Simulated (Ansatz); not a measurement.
Below is a relaxed structure of Cd3HgTe4. The cell was found from a structure generator's guess, not taken from experiment.

These are results of DFT PBE, scalar-relativistic, plane waves, PAW in Ansatz, not measurements. Cutoff 420 eV, Γ-centred mesh, Gaussian smearing, no spin polarisation.

```
Cd Hg Te
1.0
     4.31807    0.00000    0.00000
     0.00000    4.31807    0.00000
     0.00000    0.00000   12.37941
Cd Hg Te
3 1 4
Cartesian
  2.1590 2.1590 3.1068
  0.0000 0.0000 6.1897
  2.1590 2.1590 9.2726
  0.0000 0.0000 0.0000
  0.0000 0.0000 3.1936
  2.1590 2.1590 6.1897
  0.0000 0.0000 9.1858
  2.1590 2.1590 0.0000
```

Formation energies are uncorrected and refer to the elements' standard structures at the same level. The references include crystalline Hg.

Problem. Find its symmetry and describe it.

Solution. P4/mmm (No. 123), with Cd and Hg ordered on rock salt sites. Conventional cell: a = 4.318 Å, c = 12.379 Å. Cd on a site of symmetry 4mm has 6 Te at 3.05–3.11 Å; around Cd on a site of symmetry 4/mmm lie 6 Te at 3.00–3.05 Å; around Hg lie 6 Te at 3.05–3.19 Å; Te on a site of symmetry 4mm has 5 Cd at 3.00–3.05 Å and 1 Hg at 3.19 Å; 2 more sites not described.

Problem. What is its formation energy per atom?

Solution. −0.22 eV/atom.

Problem. Is it a metal?

Solution. Yes, bands cross the Fermi level on the 10×10×4 mesh.

The last run used a 10×10×4 mesh (in the run's order of axes) for its 8-atom cell and Gaussian smearing of 0.10 eV. Spin–orbit coupling, which can matter for Hg and Te, is left out. The reference form of Te is held partly by dispersion forces, which this level lacks. A structure relaxed within its symmetry needn't be a true minimum. Another cell of Cd3HgTe4 relaxed alike, in P-4m2, lies 172 meV/atom lower, so this cell isn't the stable form at this level.
